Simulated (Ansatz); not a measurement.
simple cubic against fcc along the lanthanides

Computed with DFT, PBE, plane waves (420 eV) with PAW, scalar-relativistic (Ansatz 0.2.0).

Each structure is relaxed within its symmetry, in the lowest magnetic state of the tried starts. Differences under about 8 meV lie within the error of the k-point mesh.

Semilocal functionals delocalise ytterbium's f shell and shrink the cell.

```csv
element,E(simple cubic) − E(fcc) (meV/atom),V(simple cubic) (Å³/atom),V(fcc) (Å³/atom),state of simple cubic,state of fcc
La,?,?,?,?,?
Yb,517,38.94,35.62,spin not included,non-magnetic
Lu,813,32.99,29.10,spin not included,spin not included
```

**Question.** Fill in the row of La.

**Answer.** E(simple cubic) − E(fcc) (meV/atom): 500; V(simple cubic) (Å³/atom): 36.82; V(fcc) (Å³/atom): 37.32; state of simple cubic: spin not included; state of fcc: spin not included.
